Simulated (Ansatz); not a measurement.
## One structure, 3 elements: TiN, ZrN, HfN

Plane-wave DFT in Ansatz with scalar-relativistic PAW potentials, cutoff 420 eV, Γ-centred meshes chosen by cell and gap, Gaussian smearing with energies taken to zero width. Every cell was relaxed (cell and atoms) in a run of its own, within the symmetry of its start. Functional: PBEsol.

All members share space group Fm-3m and the same sites; only the element on one set of sites changes (Ti, Zr, Hf). Members needn't be the stable form of their composition. Energies over the elements, where given, are against the elements' standard states in the same functional (H₂, N₂, O₂ and halogens uncorrected, Hg as a solid). The first member:

Space group Fm-3m (No. 225). a = 4.204 Å, b = 4.204 Å, c = 4.204 Å, α = 90.00°, β = 90.00°, γ = 90.00°
| atom | site | symmetry | x | y | z |
| --- | --- | --- | --- | --- | --- |
| Ti | 4a | m-3m | 0.0000 | 0.0000 | 0.0000 |
| N | 4b | m-3m | 0.5000 | 0.0000 | 0.0000 |

| compound | V (Å³/atom) | a (Å) | energy over elements (eV/atom) |
| --- | --- | --- | --- |
| TiN | 9.29 | 4.204 | -1.927 |
| HfN | 11.40 | 4.502 | -1.876 |

Question: Predict the member with Zr.

Answer: V (Å³/atom) 11.79, a (Å) 4.552, energy over elements (eV/atom) -1.934. Interpolating linearly in period between Ti and Hf would give 10.35 Å³/atom (12.3 % too small), with -1.902 eV/atom over the elements. Over the whole series the volume has no steady trend down the group (least for Ti); all are metallic on the mesh; binding against the elements is strongest for Zr. Hf is no larger than Zr here (11.40 against 11.79 Å³/atom), as one expects from the lanthanide contraction and relativistic shrinking of 6s.

Spin-orbit coupling is left out, which matters for the bands of heavy elements. Spin polarisation was left out, and a magnetic state may lie lower.